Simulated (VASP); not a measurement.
# GePt: molecular dynamics at constant energy

GePt, Pnma (no. 62), 8 atoms in the cell. PBE, molecular dynamics; PAW potentials Pt, Ge (PBE set).

Ensemble: NVE; Starting temperature (K): 1000.

## Input

INCAR:
```
SYSTEM = GePt
  GGA = PE
  PREC = Normal
  ENCUT = 230
  EDIFF = 1E-6
  NELMIN = 4
  NELM = 60
  ALGO = Fast
  LREAL = Auto
  LASPH = .True.
  ISMEAR = -1
  SIGMA = 0.05
  ISYM = 0
  LWAVE = .False.
  LCHARG = .False.
  IBRION = 0
  NSW = 60
  POTIM = 3.0
  TEBEG = 1000
  ISIF = 2
  RANDOM_SEED = 20367 0 0
  MDALGO = 1
  ANDERSEN_PROB = 0.0
  KPAR = 2
```

KPOINTS:
```
k-points
0
Gamma
  2 3 2
```

POSCAR:
```
GePt
1.0
    5.7190000000      0.0000000000      0.0000000000
    0.0000000000      3.6970000000      0.0000000000
    0.0000000000      0.0000000000      6.0840000000
Pt Ge
4 4
Direct
    0.0005000000      0.7500000000      0.8092000000
    0.4995000000      0.2500000000      0.3092000000
    0.5005000000      0.7500000000      0.6908000000
    0.9995000000      0.2500000000      0.1908000000
    0.8150000000      0.7500000000      0.4100000000
    0.6850000000      0.2500000000      0.9100000000
    0.3150000000      0.7500000000      0.0900000000
    0.1850000000      0.2500000000      0.5900000000
```

Commands:
```
cat potpaw_PBE.64/Pt/POTCAR potpaw_PBE.64/Ge/POTCAR > POTCAR
mpirun -np 2 vasp_std > vasp.out
```

## Result

- Rise of the mean potential energy above the start (meV/atom): 60.2
- Mean temperature (K): 466
- Electronic steps per ionic step after the first: 4.3

Course of the run:

| Time (fs) | Temperature (K) | Potential energy less the first (meV/atom) |
|---|---|---|
| 3 | 997 | 0.0 |
| 18 | 745 | 28.6 |
| 30 | 417 | 65.8 |
| 45 | 273 | 82.2 |
| 57 | 412 | 66.4 |
| 72 | 550 | 50.6 |
| 84 | 428 | 64.5 |
| 99 | 237 | 86.3 |
| 111 | 318 | 77.1 |
| 126 | 501 | 56.2 |
| 138 | 480 | 58.6 |
| 153 | 379 | 70.1 |
| 165 | 419 | 65.5 |
| 180 | 598 | 45.3 |

The mean temperature lies below the starting 1000 K, since the atoms start on their sites and part of their kinetic energy turns into potential energy.

REPORT:
```
MDALGO =   1
         ANDERSEN_PROB =  0.00000000
               SCALING =       0
                 CNEXP =     9.000   14.000
           RANDOM_SEED =             20367                0                0

   original number of atomic DOF:         21
   number of independent constraints:      0
   number of active DOF:                  21

========================================
         MD step No.       1
========================================

  Atomic velocities initialized by STEP_tb

  >Energies
                    E_tot             E_pot             E_kin               EPS                ES
   e_b>   -0.45070461E+02   -0.45972857E+02    0.90239644E+00    0.00000000E+00    0.00000000E+00

  >Temperature
               T_sim     T_inst
   tmprt>   1000.000    997.315

  >Thermostat, num. of collisions:                0

           RANDOM_SEED =             20367               96                0

[... steps left out ...]

========================================
         MD step No.      60
========================================

  >Energies
                    E_tot             E_pot             E_kin               EPS                ES
   e_b>   -0.45070118E+02   -0.45610801E+02    0.54068333E+00    0.00000000E+00    0.00000000E+00

  >Temperature
               T_sim     T_inst
   tmprt>   1000.000    597.555

  >Thermostat, num. of collisions:                0

           RANDOM_SEED =             20367             2928                0
```

OSZICAR:
```
N       E                     dE             d eps       ncg     rms          rms(c)
DAV:   1     0.166625047207E+03    0.16663E+03   -0.16126E+04   528   0.792E+02
DAV:   2    -0.402806072131E+02   -0.20691E+03   -0.20240E+03   644   0.198E+02
DAV:   3    -0.477190670291E+02   -0.74385E+01   -0.73560E+01   645   0.366E+01
DAV:   4    -0.478301992583E+02   -0.11113E+00   -0.11101E+00   640   0.436E+00
DAV:   5    -0.478327141397E+02   -0.25149E-02   -0.25129E-02   684   0.580E-01    0.209E+01
RMM:   6    -0.461032269738E+02    0.17295E+01   -0.83259E+00   528   0.139E+01    0.954E+00
RMM:   7    -0.460026481534E+02    0.10058E+00   -0.72727E-01   536   0.311E+00    0.455E+00
RMM:   8    -0.459687370551E+02    0.33911E-01   -0.18331E-01   536   0.169E+00    0.275E-01
RMM:   9    -0.459724353111E+02   -0.36983E-02   -0.41153E-02   569   0.649E-01    0.209E-01
RMM:  10    -0.459727313427E+02   -0.29603E-03   -0.51660E-03   541   0.283E-01    0.939E-02
RMM:  11    -0.459728179710E+02   -0.86628E-04   -0.15194E-03   551   0.149E-01    0.322E-02
RMM:  12    -0.459728496538E+02   -0.31683E-04   -0.50853E-04   572   0.835E-02    0.207E-02
[... left out ...]
     58 T=   522. E= -.45069844E+02 F= -.45542178E+02 E0= -.45535414E+02  EK= 0.47233E+00 SP= 0.00E+00 SK= 0.00E+00
     59 T=   561. E= -.45070008E+02 F= -.45577193E+02 E0= -.45570336E+02  EK= 0.50719E+00 SP= 0.00E+00 SK= 0.00E+00
[... last step whole ...]
       N       E                     dE             d eps       ncg     rms          rms(c)
DAV:   1    -0.456107749849E+02   -0.33582E-01   -0.75069E-03   971   0.958E-01    0.505E-03
RMM:   2    -0.456107958566E+02   -0.20872E-04   -0.25821E-04   538   0.649E-02    0.357E-03
RMM:   3    -0.456108000820E+02   -0.42253E-05   -0.42117E-05   560   0.246E-02    0.256E-03
RMM:   4    -0.456108008353E+02   -0.75331E-06   -0.71106E-06   402   0.960E-03
     60 T=   598. E= -.45070118E+02 F= -.45610801E+02 E0= -.45603708E+02  EK= 0.54068E+00 SP= 0.00E+00 SK= 0.00E+00
```

Limits: 180 fs of 8 atoms are too short for converged averages; the cell is only 3.7 Å across, so each atom moves in step with near copies of itself.

VASP 6.6.1 took 269 s on 2 cores (Intel Xeon Platinum 8259CL @ 2.50GHz (Skylake/Cascade Lake)), a shared host.
